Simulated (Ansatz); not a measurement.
Structure relaxation of Ti

The calculation used Ansatz 0.2.0, DFT PBE, scalar-relativistic, plane waves, PAW. Cutoff 420 eV, Γ-centred k mesh, Gaussian smearing, no spin polarisation in the final step.

This is the end of a relaxation of cell and atoms.

```yaml
crystal:
  lattice:
    - [-2.49254, 2.49254, 1.40484]
    - [2.49254, -2.49254, 1.40484]
    - [2.49254, 2.49254, -1.40484]
  atoms:
    - { symbol: Ti, position: [0.00000, 0.00000, 0.00000] }
    - { symbol: Ti, position: [0.75000, 0.25000, 0.50000] }
```

Energies count from the standard state of Ti at the same level.

Question: What space group does it have?

Answer: I4_1/amd (No. 141). Conventional cell: a = 4.985 Å, c = 2.810 Å. Around Ti lie 4 Ti at 2.59 Å, 2 Ti at 2.81 Å and 4 Ti at 3.26 Å.

Question: How far above the standard state of Ti does it lie?

Answer: 0.43 eV/atom.

Question: Is it a metal?

Answer: Yes, bands cross the Fermi level on the 22×22×22 mesh.

The final run used a 22×22×22 mesh on its 2-atom cell and 0.10 eV smearing. For metals, differences of a few meV/atom aren't resolved. The cell came from a trial start, so Ti may not exist in this structure.